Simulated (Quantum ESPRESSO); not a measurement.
The system is Hf.

```
CELL_PARAMETERS angstrom
0.00000 2.22000 2.22000
2.22000 0.00000 2.22000
2.22000 2.22000 0.00000
ATOMIC_POSITIONS crystal
Hf 0.00000 0.00000 0.00000
```

This isn't the form of Hf at room conditions, which is hcp.

| Property | Result |
| --- | --- |
| Program | Quantum ESPRESSO 7.5 |
| Task | relaxation of cell and atoms |
| Functional | LDA |
| Potentials or basis | PseudoDojo 0.4 FR PBEsol standard |
| Cutoff | 789 eV |
| Density cutoff | 3157 eV |
| k mesh | 10 × 10 × 10 |
| Occupations | cold, width 0.2 eV |
| Spin | spin-orbit coupling, no magnetisation |

At the start: pressure -5.5 GPa; volume 21.88 Å³/atom.

**Question.** Where does the relaxation end?

**Answer.** Over 3 steps the energy falls by 18.7 meV/atom and the volume is 20.80 Å³/atom (-5.0 %); space group Fm-3m (No. 225, to 0.05 Å).

The path:
```
step  energy change (eV)  largest force (eV/Å)  pressure (GPa)  volume (Å³)
   1              0.0000                0.0000           -5.46        21.88
   2             -0.0162                0.0000           -2.10        21.19
   3             -0.0187                0.0000            0.09        20.80
```

Final structure:
```cif
data_structure
_symmetry_space_group_name_H-M 'P 1'
_symmetry_Int_Tables_number 1
_cell_length_a 3.0867
_cell_length_b 3.0867
_cell_length_c 3.0867
_cell_angle_alpha 60.000
_cell_angle_beta 60.000
_cell_angle_gamma 60.000
_cell_volume 20.80
loop_
_atom_site_label
_atom_site_type_symbol
_atom_site_fract_x
_atom_site_fract_y
_atom_site_fract_z
_atom_site_occupancy
Hf1 Hf 0.00000 0.00000 0.00000 1
```

Caveat: the potentials were made for another functional, which shifts forces and pressure.
